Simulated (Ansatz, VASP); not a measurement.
## Cross-check of ZrC between VASP and Ansatz

One calculation is typed for both programs; each brings its own data sets. How far apart do they land? The cell is generated by rule, not measured, and may not be a known phase. The cell is taken from a series of runs on this material, whose earlier steps may have relaxed, scaled, displaced or heated it; both programs get it as it stands.

Method: plane waves, with VASP 6.6.1 beside it; single point at PBE, in Ansatz 0.2.0.

The structure was built from a prototype and need not be the compound's stable phase.

**1. Starting point**

The structure is cubic, space group F-43m (No. 216). Conventional cell: a = 4.819 Å, b = 4.819 Å, c = 4.819 Å, α = 90.00°, β = 90.00°, γ = 90.00°. Nearest to Zr lie 4 C at 2.09 Å. Nearest to C lie 4 Zr at 2.09 Å. Farther neighbours are not listed.

As a file:

```xyz
2
Lattice="0.0000 2.4096 2.4096 2.4096 0.0000 2.4096 2.4096 2.4096 0.0000" Properties=species:S:1:pos:R:3 pbc="T T T"
Zr    0.0000    0.0000    0.0000
C     1.2048    1.2048    1.2048
```

**2. VASP: single point, PBE**

With cell and atoms fixed, the geometry can't cause a difference; cores, projectors, grids and the points listed under the comparison can.

Lines of VASP's logs that name or quote its potential files are left out, and so is its time.

The input, INCAR:

```
SYSTEM = ZrC
PREC = Accurate
ENCUT = 600
EDIFF = 1E-06
NELM = 120
ISMEAR = 0
SIGMA = 0.1
LREAL = .FALSE.
ALGO = Normal
GGA = PE
NBANDS = 14
LASPH = .TRUE.
LORBIT = 11
LWAVE = .FALSE.
LCHARG = .FALSE.
ISIF = 2
GGA_COMPAT = .FALSE.
EFERMI = MIDGAP
```

The input, POSCAR:

```
ZrC
1.0
    0.0000000000      2.4096300000      2.4096300000
    2.4096300000      0.0000000000      2.4096300000
    2.4096300000      2.4096300000      0.0000000000
Zr C
1 1
Direct
    0.0000000000      0.0000000000      0.0000000000
    0.2500000000      0.2500000000      0.2500000000
```

The input, KPOINTS:

```
Automatic mesh
0
Gamma
6 6 6
0 0 0
```

Potentials, in the order of the species: Zr_sv and C (PBE family, release 64).

The run is started by

```bash
$ mpirun -np 1 vasp_std
```

Numbers of over 12 decimals in the logs are rounded to 6 here.

What it wrote:

```text
[banner, memory and clock lines left out]
running    1 mpi-ranks, on    1 nodes
 distrk:  each k-point on    1 cores,    1 groups
 distr:  one band on    1 cores,    1 groups

 POSCAR found type information on POSCAR ZrC
 POSCAR found :  2 types and       2 ions
 LDA part: xc-table for (Slater+PW92), standard interpolation
 POSCAR, INCAR and KPOINTS ok, starting setup
 FFT: planning ... GRIDC
 FFT: planning ... GRID_SOFT
 FFT: planning ... GRID
 WAVECAR not read
 entering main loop
       N       E                     dE             d eps       ncg     rms          rms(c)
DAV:   1     0.122582520514E+03    0.12258E+03   -0.93705E+03   448   0.127E+03
DAV:   2    -0.157573036334E+02   -0.13834E+03   -0.12761E+03   568   0.312E+02
DAV:   3    -0.220445094367E+02   -0.62872E+01   -0.61939E+01   626   0.606E+01
DAV:   4    -0.223551353699E+02   -0.31063E+00   -0.31058E+00   592   0.122E+01
DAV:   5    -0.223594463209E+02   -0.43110E-02   -0.43109E-02   614   0.150E+00    0.280E+01
DAV:   6    -0.177697425787E+02    0.45897E+01   -0.12522E+01   496   0.279E+01    0.856E+00
DAV:   7    -0.177882094634E+02   -0.18467E-01   -0.76813E-01   524   0.680E+00    0.719E+00
DAV:   8    -0.178049263389E+02   -0.16717E-01   -0.10635E-01   626   0.302E+00    0.299E+00
DAV:   9    -0.177993064252E+02    0.56199E-02   -0.20309E-02   520   0.115E+00    0.362E-01
DAV:  10    -0.177994979872E+02   -0.19156E-03   -0.13185E-03   580   0.418E-01    0.343E-01
DAV:  11    -0.177995055524E+02   -0.75653E-05   -0.15136E-04   496   0.129E-01    0.322E-02
DAV:  12    -0.177995005915E+02    0.49610E-05   -0.39684E-06   604   0.205E-02    0.774E-03
DAV:  13    -0.177995000144E+02    0.57701E-06   -0.38143E-07   272   0.468E-03
   1 F= -.17799500E+02 E0= -.17799500E+02  d E =-.679617E-06
```

OUTCAR, selected parts (step 2):

```text
ion  position               nearest neighbor table
   1  0.000  0.000  0.000-   2 2.09   2 2.09   2 2.09   2 2.09
   2  0.250  0.250  0.250-   1 2.09   1 2.09   1 2.09   1 2.09

  LATTYP: Found a face centered cubic cell.
 ALAT       =     4.8192600000

 Subroutine GETGRP returns: Found 24 space group operations
 (whereof 24 operations were pure point group operations)

The static configuration has the point symmetry T_d .

 Found     16 irreducible k-points:

   k-points           NKPTS =     16   k-points in BZ     NKDIM =     16   number of bands    NBANDS=     14

   dimension x,y,z NGX =    28 NGY =   28 NGZ =   28
   dimension x,y,z NGXF=    56 NGYF=   56 NGZF=   56

   ENCUT  =  600.0 eV  44.10 Ry    6.64 a.u.   6.81  6.81  6.81*2*pi/ulx,y,z

   NELECT =      16.0000    total number of electrons

 k-points in reciprocal lattice and weights: Automatic mesh
   0.00000000  0.00000000  0.00000000       0.005
   0.16666667  0.00000000  0.00000000       0.037
   0.33333333  0.00000000  0.00000000       0.037
   0.50000000  0.00000000  0.00000000       0.019
   0.16666667  0.16666667  0.00000000       0.028
   0.33333333  0.16666667  0.00000000       0.111
   0.50000000  0.16666667  0.00000000       0.111
  -0.33333333  0.16666667  0.00000000       0.111
  -0.16666667  0.16666667  0.00000000       0.056
[...]
-0.33333333  0.33333333  0.16666667       0.111
  -0.33333333  0.50000000  0.16666667       0.056

 average (electrostatic) potential at core
       1 -73.8387       2 -44.5305

 E-fermi :   8.6443

 k-point     1 :       0.0000    0.0000    0.0000
  band No.  band energies     occupation
    ...
      4     -17.0699      2.00000
      5      -2.1000      2.00000
      6       5.4010      2.00000
      7       5.4010      2.00000
      8       5.4010      2.00000
      9      11.7243      0.00000
     10      11.7243      0.00000
     11      12.1311      0.00000
     12      17.6412      0.00000
     13      17.6412      0.00000
    ...

 k-point     2 :       0.1667    0.0000    0.0000
  band No.  band energies     occupation
    ...
      4     -17.0976      2.00000
      5      -1.6436      2.00000
      6       5.0932      2.00000
      7       5.6531      2.00000
      8       5.6531      2.00000
      9      11.4183      0.00000
     10      11.4183      0.00000
     11      13.2068      0.00000
     12      17.1141      0.00000
     13      18.2411      0.00000
    ...

 k-point     3 :       0.3333    0.0000    0.0000
  band No.  band energies     occupation
    ...
      4     -17.1523      2.00000
      5      -0.8837      2.00000
      6       5.2750      2.00000
      7       6.0258      2.00000
      8       6.0258      2.00000
      9      11.6894      0.00000
     10      11.6894      0.00000
     11      13.4433      0.00000
     12      16.9416      0.00000
     13      17.3978      0.00000
    ...

  Total        5.6183114      5.6183114      5.6183114     -0.0000000     -0.0000000     -0.0000000
  in kB      321.6883341    321.6883341    321.6883341     -0.0000000     -0.0000000     -0.0000000
  external PRESSURE =     321.6883341 kB  Pullay stress =       0.0000000 kB

  energy-cutoff  :      600.00
  volume of cell :       27.98
      direct lattice vectors                 reciprocal lattice vectors
     0.000000000  2.409630000  2.409630000    -0.207500737  0.207500737  0.207500737
     2.409630000  0.000000000  2.409630000     0.207500737 -0.207500737  0.207500737
     2.409630000  2.409630000  0.000000000     0.207500737  0.207500737 -0.207500737

 POSITION                                       TOTAL-FORCE (eV/Angst)
 -----------------------------------------------------------------------------------
      0.00000      0.00000      0.00000         0.000000      0.000000      0.000000
      1.20481      1.20481      1.20481        -0.000000     -0.000000     -0.000000
 -----------------------------------------------------------------------------------
    total drift:                                0.000000      0.000000      0.000000

  FREE ENERGIE OF THE ION-ELECTRON SYSTEM (eV)
  ---------------------------------------------------
  free  energy   TOTEN  =       -17.7995000144 eV

  energy  without entropy=      -17.7994993348  energy(sigma->0) =      -17.79949967

 total charge
# of ion       s       p       d       tot
------------------------------------------
    1        2.237   6.037   1.909  10.183
    2        0.923   1.608   0.000   2.531
--------------------------------------------------
tot          3.160   7.645   1.909  12.714

[... 3 further parts left out ...]
```

The run ends at a pressure of 32.17 GPa.

**3. Ansatz: single point, PBE**

Ansatz runs on its default PAW (the set named soft_2) files.

The same cell, functional, mesh and smearing now go to Ansatz, which takes its cutoff from its data sets.

The input, input.yaml:

```yaml
crystal:
  lattice:
    - [0.0, 2.40963, 2.40963]
    - [2.40963, 0.0, 2.40963]
    - [2.40963, 2.40963, 0.0]
  atoms:
    - { symbol: Zr, position: [0.0, 0.0, 0.0] }
    - { symbol: C, position: [0.25, 0.25, 0.25] }
kpoints:
  mp_grid: { grid: [6, 6, 6] }
hamiltonian:
  xc: pbe
scf:
  occupations: { method: gaussian, width: 0.1 }
output:
  forces: true
  stress: true
  eigenvalues: true
```

The run is started by

```bash
$ ansatz run input.yaml --threads 4 --pin off --max-ram 7168MiB --backend cpu --events-out ev --progress --plain --runs-dir out
```

What it wrote:

```text
Engine: ansatz 0.2.0, aarch64-unknown-linux-gnu
Pseudopotentials: kind: paw
Pseudopotential: Zr, paw, valence charge 12, recommended cutoff 420 eV (normal), Zr.paw.azcp
Pseudopotential: C, paw, valence charge 4, recommended cutoff 420 eV (normal), C.paw.azcp
Functional definition: PBE
  parameter kappa = 0.804
  parameter beta = 0.066725
  exchange = pbe_x(kappa = kappa, mu = beta*pi^2/3)
  correlation = pbe_c(beta = beta)
Crystal: 2 atoms, lattice volume = 27.982 Å³
Basis set: ecut = 420 eV, 537 PW (Γ), exchange–correlation on 48×48×48 points (8 copies of the dense FFT grid, shifted against one another)
Bands: 12, of which v1, the nominal top of the filled ones, is band 8 counted from 1 (7 counted from 0)
Symmetry: 24 space group operations
Space group: F-43m (ITA 216), of the structure as read, at distance tolerance 3.0e-5 Å
k-points: 16 of 216 (time reversal used)
Non-local potential: Zr, projectors of the file, l = 0: 3, l = 1: 2, l = 2: 2, l = 3: 2
Non-local potential: C, projectors of the file, l = 0: 2, l = 1: 2, l = 2: 1
PAW form: soft (Blöchl's): semilocal exchange-correlation on the pseudo side does not see the compensation charge
PAW one-centre angular grid: Zr, 590 points (default); XC on 64 Gauss nodes
PAW one-centre angular grid: C, 110 points (default); XC on 64 Gauss nodes
Initial density: superposition of atomic densities (neutral atoms: chi_scale 0, normalization atom), corrected by the library's trained network
Initial wavefunctions: pseudopotential atomic-orbital guess
Functional: x = pbe(κ = 0.804, μ = 0.219515), c = pbe(β = 0.066725)
SCF iter   1: F=—  HF=-4434.850893 eV  |F-HF|=—  |Δ(HF+E_count)|=         —  Δρ=1.30e-2  dr2=7.10e-2  ethr=1.77e-3  ⟨swp⟩=4.9  Hψ=968  notcnv=0
preconditioner: auto → none  [insulator: Δε(μ)=0.731 eV  Ē_g=17.935 eV  σ=0.100 eV  W_gap=1.00  n_scr=8 (ndim 8)  ℏωp=26.3 eV  f_vac=0.000  D(μ)=0.00/eV (n_scr^D=0)  ε∞_Penn≈3.1]
SCF iter   2: F=—  HF=-4434.836960 eV  |F-HF|=—  |Δ(HF+E_count)|=   1.39e-2  Δρ=3.54e-3  dr2=4.93e-3  ethr=4.43e-4  ⟨swp⟩=1.0  Hψ=320  notcnv=0
SCF iter   3: F=—  HF=-4434.835939 eV  |F-HF|=—  |Δ(HF+E_count)|=   1.02e-3  Δρ=6.79e-4  dr2=8.88e-5  ethr=3.08e-5  ⟨swp⟩=2.2  Hψ=236  notcnv=0
SCF iter   4: F=—  HF=-4434.835949 eV  |F-HF|=—  |Δ(HF+E_count)|=   9.43e-6  Δρ=1.23e-4  dr2=4.70e-6  ethr=5.55e-7  ⟨swp⟩=2.4  Hψ=299  notcnv=0
iter 5 did not close the SCF: its close was put off for the readings that it lacked (scf_convergence_deferred on its scf_iter line)
SCF iter   5: F=-4434.835948 eV  HF=-4434.835948 eV  |F-HF|=2.65e-8  |Δ(HF+E_count)|=   9.74e-7  Δρ=1.72e-5  dr2=7.02e-8  ethr=2.94e-8  ⟨swp⟩=2.9  Hψ=310  notcnv=0
SCF iter   6: F=-4434.835948 eV  HF=-4434.835948 eV  |F-HF|=7.32e-10  |Δ(HF+E_count)|=   8.02e-9  Δρ=3.58e-6  dr2=1.13e-9  ethr=4.39e-10  ⟨swp⟩=2.6  Hψ=705  notcnv=0
SCF 1 converged in 6 iterations: F = -4434.835948 eV  dr2 = 1.13e-9
  greatest PAW one-centre occupation: 0.996 electrons in one spin orbital (limit 2), on the Zr atom at site 0 (counted from 0), in its partial waves of l = 0
SCF converged after 6 iterations
Free energy (F): -4434.835948 eV
Harris-Foulkes:  -4434.835948 eV  (|F-HF|=7.32e-10)
Internal energy: -4434.835947 eV  (E = F + TS)
E sigma→0 (E₀):  -4434.835947 eV
Entropy (-TS):   -0.000001 eV (-0.000 meV/atom)
Fermi energy:    13.538130 eV
--- Per-component energies (eV) ---
  E_band       = -68.532962
  E_kinetic    = 431.594118
  E_local      = -727.188779  (includes V_loc(G=0)·N_el)
  E_nonlocal   = 107.144486
  E_hartree    = 230.845285
  E_xc         = -213.216955
  E_vxc        = -255.075311  (∫ρ·V_xc dr)
  E_paw        = -3053.057357  (= ΣΔE_a)
  E_vpaw       = -86.698356  (= ΣTr[D̂ρ^β])
  E_aug_tail   = 0.000034  (compensation charges beyond the density's cutoff)
  E_ewald      = -1210.956780
  E_smearing   = -0.000001  (= −TS)
  E_closure    = 0.000000  (closes the sum)
  Σ components = -4434.835948   (vs F -4434.835948, Δ=0.00e0)
--- Forces (eV/Å), atoms counted from 1 ---
  atom   1  Zr     0.00000000    -0.00000000     0.00000000
  atom   2  C     -0.00000000     0.00000000    -0.00000000
  max |Σ_I F_I| component: 1.85e-16 eV/Å
--- Stress (GPa, compression-positive) ---
       32.012817       0.000000      -0.000000
        0.000000      32.012817       0.000000
       -0.000000       0.000000      32.012817
  P = ⅓ Tr σ = 32.0128 GPa (320.128 kbar)
--- Band table (eV; the first three rows and the last of 16) ---
  k-point 0: bands = [... 4 lower, 2.7987, 10.2925, 10.2925, 10.2925, 16.6188, 16.6188, 17.0221, 22.5270]
  k-point 1: bands = [... 4 lower, 3.2549, 9.9854, 10.5447, 10.5447, 16.3124, 16.3124, 18.0966, 22.0009]
  k-point 2: bands = [... 4 lower, 4.0134, 10.1702, 10.9177, 10.9177, 16.5827, 16.5827, 18.3340, 21.8325]
  k-point 15: bands = [... 4 lower, 4.8817, 9.5441, 12.1891, 12.9883, 13.8828, 16.8328, 18.5552, 19.8459]
```

The run ends at a pressure of 32.01 GPa.

**4. Comparison**

Known differences besides the potentials themselves: the cutoff is 420 eV in Ansatz and 600 eV in VASP. Total energies have different zeros and are not compared.

The two programs side by side:

```
              quantity  Ansatz   VASP  difference
        pressure (GPa)   32.01  32.17       -0.16
gap on the k mesh (eV)   0.581  0.582      -0.001
```

A gap on the mesh is an upper bound, since the band edges may lie between its points.

**5. Results**

* difference in gap on the k mesh (single point, PBE): -0.0011 eV

The difference in gap on the k mesh is -0.0011 eV (single point, PBE), within the 0.08 eV picked in this series as the mark of a large difference. How closely two codes agree says nothing of how well the functional describes the real material.

[Lines on the potential files, build, host, timing and source positions are cut from VASP's logs without a mark.]

[Logs are printed without paths, hosts, clocks, repeated set-up lines and the standing remarks that a program may print on its own settings, such as how far it seeks lower states.]

[Hosts, paths, dates, database ids (printed as entryN), source tags and the programs' standing remarks are cut or masked in the printed files.]
